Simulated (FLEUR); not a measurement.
The system is Sb.

```xyz
1
Lattice="-1.8713 1.8713 1.8713 1.8713 -1.8713 1.8713 1.8713 1.8713 -1.8713" Properties=species:S:1:pos:R:3 pbc="T T T"
Sb    0.0000    0.0000    0.0000
```

This isn't the form of Sb at room conditions, which is rhombohedral.

| Item | Value |
| --- | --- |
| Program | FLEUR MaX-R8.1 (later development tree) |
| Task | single point |
| Functional | PBEsol |
| Potentials or basis | all-electron |
| Basis | FLAPW |
| Kmax | 4.1 1/bohr |
| k mesh | 10 × 10 × 10 |
| Occupations | fermi-dirac, width 0.05 eV |
| Spin | no spin polarisation |
| Gmax | 12.7 1/bohr |
| Muffin-tin radii | Sb 2.66 bohr |
| lmax | Sb 10 |
| lnonsphr | Sb 10 |
| Local orbitals a species | Sb 6 |
| Max iterations | 60 |
| Mixing factor | 0.05 |
| Mixer | Anderson |
| Mixer history | 15 |

On this cell: band gap on the k mesh none (metal or under the smearing width).

The same run follows on a disturbed copy (cell strained at random at fixed volume):

```
Sb
1.0
    -1.91168    1.89860    1.91097
     1.86645   -1.92422    1.89137
     1.82583    1.83838   -1.93660
Sb
1
Direct
  0.00668 0.00212 0.01774
```

Question: What does the disturbed cell give?

Answer: The energy (extrapolated to zero smearing) moves by +2.3 meV/atom; band gap on the k mesh none (metal or under the smearing width).
